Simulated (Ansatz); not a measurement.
## Ta: pressure against volume

Ta, Fm-3m, a = 4.176 Å. This isn't the element's structure at ambient conditions. Ansatz: PBEsol, PAW, 420 eV, Γ-centred 18×18×18 mesh on 1 atom, Gaussian smearing 0.10 eV; no spin polarisation. Symmetry fixes shape and atoms, so the cell is only scaled; pressure is positive in compression.

```
V (Å³/atom) P (GPa)
     16.017        ?
     16.563    22.60
     17.109    13.93
     17.655     6.47
     18.201     0.02
     18.747    -5.60
     19.293   -10.51
     20.021   -16.07
```

**Question.** Take V0 = 18.201 Å³/atom, count pressures from its P0 = 0.02 GPa, fit the third-order Birch–Murnaghan form to the other rows, and predict the missing pressure.

**Answer.** With the Eulerian strain f = ½[(V0/V)^(2/3) − 1] and y = (P − P0)/[3f(1 + 2f)^(5/2)], the form is the line y = B0 + 1.5 B0 (B0′ − 4) f. Rows (f, y): 0.03244, 198.3; 0.02106, 198.6; 0.01026, 199.2; -0.00976, 201.6; -0.01905, 203.0; -0.03078, 204.2. Means f = 0.0006950, y = 200.82; Σ(Δf)² = 0.003004, ΣΔfΔy = -0.2983; the slope is their ratio. y = 200.9 − 99.30 f GPa, so B0 = 200.9 GPa and B0′ = 4 + 2 × (-99.30)/(3 × 200.9) = 3.67. At V = 16.017, f = 0.04448, y = 196.48 and P = 32.46 GPa. The run gave 32.61 GPa, so the fit is 0.15 GPa too low, a small miss on the scale of the series.

Spin–orbit coupling is left out, which can shift energies with elements as heavy as these.